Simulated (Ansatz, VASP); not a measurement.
# One calculation of Mg, two programs

INCAR

```
  ALGO = Normal
  EDIFF = 1E-6
  ENCUT = 520
  GGA = PS
  ISIF = 2
  ISMEAR = 0
  LASPH = T
  LCHARG = F
  LREAL = F
  LWAVE = F
  NBANDS = 7
  NELM = 100
  PREC = Accurate
  SIGMA = 0.15
```

File KPOINTS:

```
k-points
0
Gamma
  20 20 20
```

Contents of POSCAR:

```
Mg
1.0
    0.0000000000      2.5192190033      1.7810878354
    2.5192190033      0.0000000000      1.7810878354
    2.5192190033      2.5192190033      0.0000000000
Mg
1
Direct
    0.0000000000      0.0000000000      0.0000000000
```

Input for Ansatz:

```yaml
crystal:
  lattice:
    - [0.0, 2.5192190033, 1.7810878354]
    - [2.5192190033, 0.0, 1.7810878354]
    - [2.5192190033, 2.5192190033, 0.0]
  atoms:
    - { symbol: Mg, position: [0.0, 0.0, 0.0] }
basis:
  ecutwfc: 420
kpoints:
  mp_grid: { grid: [20, 20, 20] }
hamiltonian:
  xc: pbesol
scf:
  occupations: { method: gaussian, width: 0.15 }
output:
  forces: true
  stress: true
  eigenvalues: true
```

Alike in both runs: task single point; functional PBEsol; k mesh 20 × 20 × 20; occupations gaussian, width 0.15 eV; no spin polarisation.

|  | VASP | Ansatz |
| --- | --- | --- |
| version | VASP 6.6.1 | Ansatz 0.2.0 |
| potentials or method | VASP PAW PBE potentials, release 64 (Mg) | scalar-relativistic, plane waves, PAW |
| plane-wave cutoff (eV) | 520 | 420 |
| valence electrons in the cell | 2 | 10 |

|  | VASP | Ansatz | Ansatz less VASP |
| --- | --- | --- | --- |
| gap on the k mesh at the Fermi level (eV) | none | none | - |
| pressure (GPa) | -0.3 | -0.2 | +0.05 |

A gap of «none» marks a metal or a gap that the smearing closes. With one functional, cell and mesh, what is left measures potentials, basis and numerics. The two sets of potentials don't hold the same shells in valence.

Caveats: the PAW data sets were made with another functional, which shifts forces and pressure a little (VASP).
